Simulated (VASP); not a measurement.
# Cu (P6_3/mmc) in VASP: notebook

Runs on Cu. Level: PBE. Tasks: single point.

All numbers are computed with VASP 6.6.1; they aren't measurements. Logs are shortened: lines on timing, memory, paths and dates and some standing lists are left out, and cuts for length are marked.

### Step 1. The structure

It takes space group P6_3/mmc (No. 194, hexagonal). Conventional cell: a = 2.534 Å, b = 2.534 Å, c = 4.113 Å, α = 90.00°, β = 90.00°, γ = 120.00°. Cu (site symmetry -6m2) has 12 Cu at 2.52 to 2.53 Å as nearest neighbours.

This isn't the form of Cu at room conditions, which is fcc.

### Step 2. Single point, PBE

File INCAR:

```
SYSTEM = Cu
PREC = Accurate ; ENCUT = 400
EDIFF = 1E-6 ; ISMEAR = -1
SIGMA = 0.05 ; LREAL = .FALSE.
LASPH = .TRUE. ; NELM = 100
ALGO = Normal ; ISIF = 2
LWAVE = .FALSE. ; LCHARG = .FALSE.
GGA = PE ; NBANDS = 18
ADDGRID = .FALSE.
```

File KPOINTS:

```
Automatic mesh
0
G
  12 12 7
  0 0 0
```

File POSCAR:

```
Cu
1.0
    2.5340966698      0.0000000000      0.0000000000
   -1.2670483349      2.1945920917      0.0000000000
    0.0000000000      0.0000000000      4.1125710000
Cu
2
Direct
    0.6666666667      0.3333333333      0.7500000000
    0.3333333333      0.6666666667      0.2500000000
```

Potentials or basis: VASP PAW PBE potentials, release 64 (Cu).

Launch:

```
> cat potpaw_PBE.64/Cu/POTCAR > POTCAR
> mpirun -np 1 vasp_std > vasp.out
```

OUTCAR:

```text
SYSTEM = Cu
   PREC = Accurate
   ENCUT = 400
   EDIFF = 1E-6
   ISMEAR = -1
   LREAL = .FALSE.
   LASPH = .TRUE.
   NELM = 100
   ISIF = 2
   GGA = PE

 Found     76 irreducible k-points:

 Following reciprocal coordinates:
            Coordinates               Weight
  0.000000  0.000000  0.000000      1.000000
  0.083333  0.000000  0.000000      6.000000
  0.166667  0.000000  0.000000      6.000000
  0.250000 -0.000000  0.000000      6.000000
  0.333333 -0.000000  0.000000      6.000000
  0.416667 -0.000000  0.000000      6.000000
   k-points           NKPTS =     76   k-points in BZ     NKDIM =     76   number of bands    NBANDS=     18
   number of dos      NEDOS =    301   number of ions     NIONS =      2
   total plane-waves  NPLWV =   9072
   dimension x,y,z NGX =    18 NGY =   18 NGZ =   28
   dimension x,y,z NGXF=    36 NGYF=   36 NGZF=   56
   ions per type =               2
   NGX,Y,Z   is equivalent  to a cutoff of  11.81, 11.81, 11.32 a.u.
   NGXF,Y,Z  is equivalent  to a cutoff of  23.62, 23.62, 22.64 a.u.
 SYSTEM =  Cu
   PREC   = accura    normal or accurate (medium, high low for compatibility)
   ISTART =      0    job   : 0-new  1-cont  2-samecut
   ICHARG =      2    charge: 1-file 2-atom 10-const
   ISPIN  =      1    spin polarized calculation?
   LNONCOLLINEAR =      F non collinear calculations
   LSORBIT =      F    spin-orbit coupling
   LASPH  =      T    aspherical Exc in radial PAW
   ENCUT  =  400.0 eV  29.40 Ry    5.42 a.u.   4.13  4.13  6.71*2*pi/ulx,y,z
   NELM   =    100;   NELMIN=  2; NELMDL= -5     # of ELM steps
   EDIFF  = 0.1E-05   stopping-criterion for ELM
   LREAL  =      F    real-space projection
   EDIFFG = 0.1E-04   stopping-criterion for IOM
   NSW    =      0    number of steps for IOM
   IBRION =     -1    ionic relax: 0-MD 1-quasi-New 2-CG
   NFREE  =      0    steps in history (QN), initial steepest desc. (CG)
   ISIF   =      2    stress and relaxation
   ISYM   =      2    0-nonsym 1-usesym 2-fastsym
   POTIM  = 0.5000    time-step for ionic-motion
   TEBEG  =    0.0;   TEEND  =   0.0 temperature during run
   PSTRESS=    0.0 pullay stress
   NELECT =      22.0000    total number of electrons
   NUPDOWN=      -1.0000    fix difference up-down
   EMIN   =  10.00;   EMAX   =-10.00  energy-range for DOS
   EFERMI =   0.00;   METHOD = LEGACY
   ISMEAR =    -1;   SIGMA  =   0.05  broadening in eV -4-tet -1-fermi 0-gaus
   EFERMI_NEDOS =   21; number of points for ismear=-14 and -15
   IALGO  =     38    algorithm
   IMIX   =      4    mixing-type and parameters
     AMIX     =   0.40;   BMIX     =  1.00
     AMIX_MAG =   1.60;   BMIX_MAG =  1.00
  volume/ion in A,a.u.               =      11.44        77.17
  Fermi-wavevector in a.u.,A,eV,Ry     =   1.616041  3.053874 35.532800  2.611587
  Thomas-Fermi vector in A             =   2.710691
   LORBIT       =      0    0 simple, 1 ext, 2 COOP (PROOUT), +10 PAW based schemes
   GGA     = PE    functional components
   LHFCALC =     F    Hartree Fock is set to
   AEXX    =    0.0000 exact exchange contribution
   IVDW    =     0    specifies the selected vdW correction
   LEPSILON=     F    determine dielectric tensor
   LRPA    =     F    only Hartree local field effects (RPA)
 non-spin polarized calculation
  energy-cutoff  :      400.00
  volume of cell :       22.87
 maximum number of plane-waves:       428
 NGX is ok and might be reduce to    18
   NGX =  9   NGY =  9   NGZ = 13

 number of electron      21.9999988 magnetization

 Free energy of the ion-electron system (eV)
  ---------------------------------------------------
  ext. energy  EPLUGINS =         0.00000000
  ---------------------------------------------------
  free energy    TOTEN  =        -7.40249000 eV

  energy without entropy =       -7.39466715  energy(sigma->0) =       -7.39857857

 E-fermi :   7.9509     XC(G=0): -12.9141

 val. band max:        7.9389826893   @ k =   0.0833   0.0833   0.1429
 cond. band min:       7.9724951396   @ k =   0.2500   0.2500   0.2857
 fundamental gap:      0.0335124503
 Fermi energy:         7.9508959263

 k-point     1 :       0.0000    0.0000    0.0000
  band No.  band energies     occupation
      1      -1.6099      2.00000
      2       2.7436      2.00000
      3       4.8872      2.00000
      4       4.9307      2.00000
      5       4.9307      2.00000
      6       5.1551      2.00000
      7       5.1551      2.00000
      8       5.4265      2.00000
      9       5.4265      2.00000
     10       6.2250      2.00000
     11       6.2250      2.00000
     12       6.9512      2.00000
     13      12.0002      0.00000
     14      29.5202      0.00000
     15      30.0856      0.00000
     16      30.0857      0.00000
     17      31.7558      0.00000
     18      31.7558      0.00000

 k-point     2 :       0.0833    0.0000    0.0000
  band No.  band energies     occupation
      1      -1.3812      2.00000
      2       2.8739      2.00000
      3       4.7477      2.00000
      4       5.0149      2.00000
      5       5.0437      2.00000
      6       5.1186      2.00000
      7       5.2291      2.00000
      8       5.3087      2.00000
      9       5.3755      2.00000
     10       5.6366      2.00000
     11       6.2455      2.00000
     12       7.8366      1.81543
     13      12.0603      0.00000
     14      26.4187      0.00000
     15      28.1806      0.00000
     16      29.0933      0.00000
     17      32.7275      0.00000
     18      32.8700      0.00000

 k-point     3 :       0.1667    0.0000    0.0000
  band No.  band energies     occupation
      1      -0.7113      2.00000
      2       3.2032      2.00000
      3       4.5479      2.00000
      4       4.7282      2.00000
      5       4.9838      2.00000
      6       5.2487      2.00000
      7       5.2530      2.00000
      8       5.2645      2.00000
      9       5.3761      2.00000
     10       5.4371      2.00000
     11       6.2893      2.00000
     12       9.2213      0.00000
     13      12.2665      0.00000
     14      22.3296      0.00000
     15      25.9394      0.00000
     16      28.0755      0.00000
     17      30.0122      0.00000
     18      31.8808      0.00000

 k-point     4 :       0.2500   -0.0000    0.0000
  band No.  band energies     occupation
      1       0.3384      2.00000
      2       3.5042      2.00000
      3       4.1782      2.00000
      4       4.4073      2.00000
      5       4.9002      2.00000
      6       5.0950      2.00000
      7       5.2282      2.00000
      8       5.5741      2.00000
      9       5.5955      2.00000
     10       5.7345      2.00000
     11       6.3308      2.00000
     12      10.8411      0.00000
     13      12.6758      0.00000
     14      18.5259      0.00000
     15      24.0197      0.00000
     16      26.4546      0.00000
     17      26.6213      0.00000
     18      28.9999      0.00000

 k-point     5 :       0.3333   -0.0000    0.0000
  band No.  band energies     occupation
      1       1.5970      2.00000
      2       3.5070      2.00000
      3       3.7941      2.00000
      4       4.4419      2.00000
      5       4.9551      2.00000
      6       4.9839      2.00000
      7       5.0920      2.00000
      8       5.9558      2.00000
      9       6.0541      2.00000
     10       6.0690      2.00000
     11       6.3588      2.00000
     12      12.6652      0.00000
     13      13.0782      0.00000
     14      15.4587      0.00000
     15      22.5248      0.00000
     16      23.2465      0.00000
     17      23.8343      0.00000
     18      27.8105      0.00000

 k-point     6 :       0.4167   -0.0000    0.0000
  band No.  band energies     occupation
      1       2.6310      2.00000
      2       3.3638      2.00000
      3       3.5717      2.00000
      4       4.6488      2.00000
      5       4.8589      2.00000
      6       4.9943      2.00000
      7       5.1395      2.00000
      8       6.2215      2.00000
      9       6.3174      2.00000
     10       6.3740      2.00000
     11       6.9233      2.00000
     12      11.3624      0.00000
     13      14.6124      0.00000
     14      15.4203      0.00000
     15      20.4753      0.00000
     16      20.9501      0.00000
     17      21.5600      0.00000
     18      27.4134      0.00000

 [... further k-points ...]

------------------------ aborting loop because EDIFF is reached ----------------------------------------

  FORCE on cell =-STRESS in cart. coord.  units (eV):
  Direction    XX          YY          ZZ          XY          YZ          ZX
  --------------------------------------------------------------------------------------
  -------------------------------------------------------------------------------------
  Total        1.0298656      1.0298656      1.0750248      0.0000000     -0.0000000     -0.0000000
  in kB       72.1440848     72.1440848     75.3075785      0.0000000     -0.0000000     -0.0000000
  external PRESSURE =      73.1985827 kB  Pullay stress =       0.0000000 kB

 VOLUME and BASIS-vectors are now :
 -----------------------------------------------------------------------------
  energy-cutoff  :      400.00
  volume of cell :       22.87
      direct lattice vectors                 reciprocal lattice vectors
     2.534096670  0.000000000  0.000000000     0.394617937  0.227832772  0.000000000
    -1.267048335  2.194592092  0.000000000     0.000000000  0.455665544  0.000000000
     0.000000000  0.000000000  4.112571000     0.000000000  0.000000000  0.243156896

 POSITION                                       TOTAL-FORCE (eV/Angst)
 -----------------------------------------------------------------------------------
      1.26705      0.73153      3.08443        -0.000000     -0.000000      0.000000
     -0.00000      1.46306      1.02814         0.000000      0.000000      0.000000
 -----------------------------------------------------------------------------------
    total drift:                               -0.000000      0.000000     -0.000000

  FREE ENERGIE OF THE ION-ELECTRON SYSTEM (eV)
  ---------------------------------------------------
  free  energy   TOTEN  =        -7.4024899965 eV

  energy  without entropy=       -7.3946671473  energy(sigma->0) =       -7.39857857
```

Run time: 27 s. Hardware: 1 thread of AMD EPYC 7R13 (Zen 3), shared host; peak memory 0.1 GiB.

These settings aren't checked as converged: the numbers below hold their error.

Results:

- Free energy: -7.4025 eV
- Pressure: 7.3 GPa
- Band gap on the k mesh: none (metal or under the smearing width)

### Step 3. Single point, PBE

INCAR: that of step 2 with these lines changed.

```diff
@@ -3,3 +3,3 @@
 EDIFF = 1E-6 ; ISMEAR = -1
-SIGMA = 0.05 ; LREAL = .FALSE.
+SIGMA = 0.02 ; LREAL = .FALSE.
 LASPH = .TRUE. ; NELM = 100
```

KPOINTS is that of step 2.

POSCAR is that of step 2.

Potentials or basis: VASP PAW PBE potentials, release 64 (Cu).

Launch:

```
> cat potpaw_PBE.64/Cu/POTCAR > POTCAR
> mpirun -np 1 vasp_std > vasp.out
```

Run time: 27 s. Hardware: 1 thread of AMD EPYC 7R13 (Zen 3), shared host; peak memory 0.1 GiB.

These settings aren't checked as converged: the numbers below hold their error.

Results:

```
Free energy            : -7.3991 eV
Pressure               : 7.2 GPa
Band gap on the k mesh : none (metal or under the smearing width)
```

### Step 4. The reference run

An earlier run on the cell as given: functional PBEsol; potentials or basis VASP PAW PBE potentials, release 64 (Cu); cutoff 520 eV; k mesh 12 × 12 × 7; occupations fermi-dirac, width 0.05 eV; no spin polarisation.

* Pressure: -0.7 GPa
* Band gap on the k mesh: none (metal or under the smearing width)
